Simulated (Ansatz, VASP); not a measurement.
**One calculation of Mg, two programs**

File INCAR:

```
PREC     = Accurate       # precision mode
ENCUT    = 520            # plane-wave cutoff, eV
EDIFF    = 1E-7           # SCF threshold, eV
ISMEAR   = -1             # smearing method
SIGMA    = 0.03           # smearing width, eV
LREAL    = False          # projectors in reciprocal space
LASPH    = True           # aspherical terms in the spheres
NELM     = 80             # most SCF steps
ALGO     = Normal         # electronic algorithm
ISIF     = 2              # what is computed and relaxed
LWAVE    = False          # write WAVECAR
LCHARG   = False          # write CHGCAR
GGA      = CA             # functional
NBANDS   = 7              # bands
```

Contents of KPOINTS:

```
Automatic mesh
0
Gamma
  19 19 19
```

POSCAR

```
Mg
1.0
   -1.4765000000      1.4765000000      1.4912650000
    1.4765000000     -1.4765000000      1.4912650000
    1.4765000000      1.4765000000     -1.4912650000
Mg
1
Direct
    0.0000000000      0.0000000000      0.0000000000
```

Input for Ansatz:

```yaml
crystal:
  lattice:
    - [-1.4765, 1.4765, 1.491265]
    - [1.4765, -1.4765, 1.491265]
    - [1.4765, 1.4765, -1.491265]
  atoms:
    - { symbol: Mg, position: [0.0, 0.0, 0.0] }
kpoints:
  mp_grid: { grid: [19, 19, 19] }
  band_path:
    path:
      - [0.0, 0.0, 0.0]
      - [0.0, 0.0, 0.5]
      - [0.25, 0.25, 0.25]
      - [0.0, 0.5, 0.0]
      - [0.0, 0.0, 0.0]
      - [0.5, 0.5, -0.5]
      - [0.4950740124, 0.5049259876, -0.4950740124]
      - [-0.4950740124, 0.4950740124, 0.4950740124]
      - [0.0, 0.0, 0.0]
    npoints: 5
scf:
  occupations: { method: fermi_dirac, width: 0.03 }
hamiltonian:
  xc: lda
  pseudopotentials: { kind: all_electron, lapw: { basis_error: 0.0005 } }
output:
  forces: true
  stress: true
  eigenvalues: true
```

Change from the starting cell: zz strain of +1 %.

Alike in both runs: task single point; functional LDA; k mesh 19 × 19 × 19; occupations fermi-dirac, width 0.03 eV; no spin polarisation.

```csv
,VASP,Ansatz
version,VASP 6.6.1,Ansatz 0.2.0
potentials or method,"VASP PAW LDA potentials, release 64 (Mg)","all-electron LAPW, scalar-relativistic"
plane-wave cutoff (eV),520,see its input
```

```csv
,VASP,Ansatz,Ansatz less VASP
pressure (GPa),53.7,53.5,-0.30
```

Ansatz ran all-electron here, so the differences hold the error of VASP's frozen core and of both bases.

Caveats: so large a pressure means that the cell lies far from this level's equilibrium, or that cutoff or potentials fall short (VASP).
